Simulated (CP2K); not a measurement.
This CP2K 2026.2 run on NiO needs a look.

nio_scf.inp

```
&GLOBAL
  PROJECT nio_scf
  RUN_TYPE ENERGY_FORCE
  PRINT_LEVEL LOW
&END GLOBAL
&FORCE_EVAL
  METHOD QS
  STRESS_TENSOR ANALYTICAL
  &DFT
    BASIS_SET_FILE_NAME BASIS_MOLOPT_UCL
    BASIS_SET_FILE_NAME BASIS_MOLOPT_UZH
    POTENTIAL_FILE_NAME GTH_POTENTIALS
    UKS T
    MULTIPLICITY 3
    &MGRID
      CUTOFF 600
      REL_CUTOFF 60
      NGRIDS 4
    &END MGRID
    &QS
      METHOD GPW
      EPS_DEFAULT 1.0E-10
    &END QS
    &KPOINTS
      SCHEME MONKHORST-PACK 10 10 10
      GAMMA_CENTERED T
      SYMMETRY T
      SYMMETRY_BACKEND SPGLIB
    &END KPOINTS
    &SCF
      SCF_GUESS ATOMIC
      EPS_SCF 1.0E-6
      MAX_SCF 50
      ADDED_MOS 13 15
      CHOLESKY OFF
      EPS_EIGVAL 1.0E-7
      &DIAGONALIZATION ON
        ALGORITHM STANDARD
      &END DIAGONALIZATION
      &MIXING ON
        METHOD DIRECT_P_MIXING
        ALPHA 1.8
        BETA 1.5
      &END MIXING
      &SMEAR ON
        METHOD FERMI_DIRAC
        ELECTRONIC_TEMPERATURE [K] 300.557
      &END SMEAR
    &END SCF
    &XC
      &XC_FUNCTIONAL PBE
      &END XC_FUNCTIONAL
    &END XC
    &PRINT
      &KPOINTS ON
      &END KPOINTS
      &MULLIKEN ON
      &END MULLIKEN
      &MO ON
        ENERGIES T
        OCCUPATION_NUMBERS T
        &EACH
          QS_SCF 0
        &END EACH
        ADD_LAST NUMERIC
      &END MO
    &END PRINT
  &END DFT
  &SUBSYS
    &CELL
      ABC 3.2294252025 3.2294252025 3.2294252025
      ALPHA_BETA_GAMMA 60.0000000005 60.0000000008 60.0000000009
      PERIODIC XYZ
    &END CELL
    &COORD
      SCALED
      Ni  0.0000000000 0.0000000000 0.0000000000
      O   0.2500000000 0.2500000000 0.2500000000
    &END COORD
    &KIND Ni
      BASIS_SET TZVP-MOLOPT-SR-GTH-q18
      POTENTIAL GTH-PBE-q18
      MAGNETIZATION 2.0
    &END KIND
    &KIND O
      BASIS_SET TZVP-MOLOPT-PBE-GTH-q6
      POTENTIAL GTH-PBE-q6
      POTENTIAL_FILE_NAME POTENTIAL_UZH
    &END KIND
    &PRINT
      &ATOMIC_COORDINATES ON
      &END ATOMIC_COORDINATES
      &CELL ON
      &END CELL
    &END PRINT
  &END SUBSYS
  &PRINT
    &FORCES ON
    &END FORCES
    &STRESS_TENSOR ON
    &END STRESS_TENSOR
  &END PRINT
&END FORCE_EVAL
```

Potentials or basis: GTH_POTENTIALS Ni GTH-PBE-q18; POTENTIAL_UZH O GTH-PBE-q6; TZVP-MOLOPT-SR-GTH, TZVP-MOLOPT-PBE-GTH basis.

Command:

```console
$ OMP_NUM_THREADS=1 cp2k.psmp -i nio_scf.inp -o nio_scf.out
```

nio_scf.out:

```text

 CP2K| version string:                                       CP2K version 2026.2
 CP2K| Input file name                                               nio_scf.inp

 GLOBAL| Force Environment number                                              1
 GLOBAL| Basis set file name                                    BASIS_MOLOPT_UCL
 GLOBAL| Potential file name                                      GTH_POTENTIALS
 GLOBAL| MM Potential file name                                     MM_POTENTIAL
 GLOBAL| Coordinate file name                                      __STD_INPUT__
 GLOBAL| Method name                                                        CP2K
 GLOBAL| Project name                                                    nio_scf
 GLOBAL| Run type                                                   ENERGY_FORCE
 GLOBAL| FFT library                                                       FFTW3
 GLOBAL| Diagonalization library                                       ScaLAPACK
 GLOBAL| Cholesky decomposition library                                ScaLAPACK
 GLOBAL| DGEMM library                                                      BLAS
[... 216 lines left out ...]
  Hartree energy:                                            8134.50554624118922
  Exchange-correlation energy:                               -193.26963826055911
  Electronic entropic energy:                                  -0.00003023559218
  Fermi energy:                                               -27.24521031495281

  Total energy:                                              7586.83760766161504
  Total energy (extrapolated to T->0):                       7586.83762277941150

 *******************************************************************************
 *   ___                                                                       *
 *  /   \                                                                      *
 * [ABORT]                                                                     *
 *  \___/     SCF run NOT converged. To continue the calculation regardless,   *
 *    |             please set the keyword IGNORE_CONVERGENCE_FAILURE.         *
 *  O/|                                                                        *
 * /| |                                                                        *
 * / \                                                            qs_scf.F:702 *
 *******************************************************************************

 ===== Routine Calling Stack =====

            4 scf_env_do_scf
            3 qs_energies
            2 qs_forces
            1 CP2K
```

Problem. Diagnose the run.

Solution. The calculation stopped without meeting its thresholds. The input holds a flaw that was put in on purpose: mixing far too strong (mixing = DIRECT_P_MIXING; alpha = 1.8).
